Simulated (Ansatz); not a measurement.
SrCl2, pressure series

Base system: SrCl2 in the fluorite structure (space group Fm-3m, No. 225).

```xyz
3
Lattice="0.0000 3.4539 3.4539 3.4539 0.0000 3.4539 3.4539 3.4539 0.0000" Properties=species:S:1:pos:R:3 pbc="T T T"
Sr     0.0000     0.0000     0.0000
Cl     1.7270     1.7270     1.7270
Cl     5.1809     5.1809     5.1809
```

Cell and atoms are relaxed at each pressure.

Method: PBEsol/PAW in Ansatz (a quantum-chemistry and plane-wave program), spin-orbit coupling left out.

| P (GPa) | V (Å³/atom) |
|---|---|
| -1.99 | 29.165 |
| -1.00 | 28.247 |
| 0.31 | 27.253 |
| 0.70 | 26.991 |
| 1.50 | 26.495 |
| 3.00 | 25.677 |
| 5.00 | 24.765 |
| 7.50 | 23.822 |
| 10.00 | 23.033 |

A third-order Birch–Murnaghan fit to these points gives V₀ = 27.47 Å³/atom, B₀ = 38 GPa and B₀′ = 4.5. At pressure 10 GPa the volume is 83.8 % of V₀.

Load acts through the strain it causes; cell and atoms are relaxed under it. Stability against distortions was not tested. No other phases were tried under pressure.
